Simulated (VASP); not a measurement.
Wanted: the native input for a VASP 6.6.1 run.

| Quantity | Value |
| --- | --- |
| Task | single point |
| Functional | PBE |
| Dispersion | D3(BJ) |
| Potentials or basis | VASP PAW PBE potentials, release 64 (N, F, H) |
| Cutoff | 520 eV |
| k mesh | 1 × 1 × 1 |
| Occupations | fermi-dirac, width 0.02 eV |
| Spin | no spin polarisation |
| Dipole correction | no |
| Further INCAR settings | LREAL = Auto; ALGO = Normal; EDIFF = 1e-06; NBANDS = 61 |

The structure of HN2F lies in POSCAR:

```
HN2F
1.0
    7.9686270000      0.0000000000      0.0000000000
    0.0000000000      7.9686270000      0.0000000000
    0.0000000000      0.0000000000      7.9686270000
N F H
10 5 5
Direct
    0.7297242047      0.6868937397      0.2988218673
    0.7739727308      0.5761845799      0.2220959771
    0.2434421890      0.5828607613      0.5321493904
    0.1193179201      0.6002414218      0.4767822612
    0.5475472751      0.3097773305      0.1902711722
    0.6315391598      0.2178417938      0.2519756540
    0.7327109175      0.3566109946      0.7962224860
    0.8390153034      0.4385699067      0.8268802141
    0.1049239725     -0.0397810062      0.1579193003
    0.2170511934      0.0209571862      0.2114542443
    0.3736026294      0.3283376170      0.6955777953
    0.9315908500      0.8077803115      0.6852121451
    0.5502202575      0.6685718882      0.6571521041
    0.3959151307      0.6821375878      0.2566941582
    0.1707194979      0.6300834510      0.0686943937
    0.4872357559      0.2807510001      0.6668777444
    0.8422028036      0.7924577220      0.6136565308
    0.4334372785      0.6324050555      0.6278998879
    0.2913174377      0.7329117049      0.2409699940
    0.1379033050      0.5203531298      0.0349997559
```

The cell was built by a generator and needn't be a form met in nature.

The input as run:

INCAR

```
SYSTEM = HN2F
PREC = Accurate
ENCUT = 520
EDIFF = 1E-6
ISMEAR = -1
SIGMA = 0.02
LREAL = Auto
LASPH = .True.
NELM = 80
ALGO = Normal
ISIF = 2
LWAVE = .False.
LCHARG = .False.
GGA = PE
IVDW = 12
NBANDS = 61
```

KPOINTS

```
regular mesh
0
Gamma
  1 1 1
  0 0 0
```

Potentials or basis: VASP PAW PBE potentials, release 64 (N, F, H).

Launch:

```sh
$ cat potpaw_PBE.64/N/POTCAR potpaw_PBE.64/F/POTCAR potpaw_PBE.64/H/POTCAR > POTCAR
$ mpirun -np 1 vasp_gam > vasp.out
```

It gave:

The pressure is 0.6 GPa, the largest force is 3.238 eV/Å and the band gap on the k mesh is 6.23 eV, direct. The dispersion energy per atom is -0.028 eV.

Caveat: the standard files for N, O and F lose accuracy on very short bonds.

It took 50 s on 1 thread of Intel(R) Xeon(R) Platinum 8488C (Sapphire Rapids) (shared host), peak memory 0.44 GiB.
